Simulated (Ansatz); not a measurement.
# Stationary points along a deformation path in MgO

Computed with Ansatz, DFT PBE, scalar-relativistic, plane waves, PAW. Settings: plane waves to 420 eV, k-mesh 10×10×10 (Γ-centred), Gaussian smearing 0.05 eV. No spin polarisation. Energies are free energies at this smearing, counted from the undisturbed cell; pressure is positive in compression.

The undisturbed cell (as given, not relaxed at this level; it stands at -1.7 GPa):

```
Mg O
1.0
     0.00000    2.13515    2.13515
     2.13515    0.00000    2.13515
     2.13515    2.13515    0.00000
Mg O
1 1
Direct
  0.00000 0.00000 0.00000
  0.50000 0.50000 0.50000
```

At fixed volume and fractional coordinates, lengths along (0.000, 0.000, 1.000) are scaled against those across it; ρ is that ratio over its starting value. V = 9.734 Å³/atom. Δσ is the stress along the axis less the mean stress across it (compression positive).

```
    ρ  ΔE (meV/atom)  Δσ (GPa) space group
0.650         1418.5    238.92       I4/mmm
0.707          764.9    150.06       I4/mmm
0.780          318.2     79.66       I4/mmm
0.850          114.5     40.20       I4/mmm
0.920           26.2     16.57       I4/mmm
0.960            5.9      7.32       I4/mmm
1.000            0.0      0.00        Fm-3m
1.050            7.5     -7.41       I4/mmm
1.100           27.5    -13.74       I4/mmm
1.200           96.3    -25.42       I4/mmm
1.300          198.2    -37.87       I4/mmm
1.414          354.0    -54.34       I4/mmm
1.500          500.5    -68.61       I4/mmm
```

Task: How does the stress give the slope of the energy, and where is the energy stationary?

Result: Along the path d ln(length) is 2/3 d ln ρ on the axis and −1/3 d ln ρ across it, so dE/d ln ρ = −(2/3) V Δσ: the energy falls with ρ where Δσ is positive. Δσ vanishes or changes sign at ρ = 1.000 (Fm-3m), a minimum at 0.0 meV/atom. Pairs of stationary points between two samples would go unseen, and could change a minimum read from distant neighbours into a maximum. At ρ = 1.000 the cell is cubic, where symmetry alone makes the stress isotropic and the slope zero.

Task: Which shear constant sets the curvature at ρ = 1?

Result: For a cubic crystal E/V = (2/3) C (ln ρ)² with C = C′ = (C11 − C12)/2, so Δσ = −2C ln ρ. The parabola of Δσ against ln ρ through ρ = 0.960, 1 and 1.050 gives C ≈ 83 GPa with the ions clamped, rough because the steps are large. It is the stress–strain coefficient at this cell's pressure of -1.7 GPa, not the zero-pressure constant.

Task: Integrate that slope from ρ = 1 to 0.850 by the trapezoid rule.

Result: With V/N in Å³ and 1 eV/Å³ = 160.2 GPa the slopes at ρ = 1.000, 0.960, 0.920, 0.850 are 0, -296, -671, -1628 meV/atom per unit of ln ρ. The steps add 6.1 + 20.6 + 91.0 = 117.6 meV/atom, against 114.5 from the energies; the trapezoid rule misses the curvature of the slope within each step.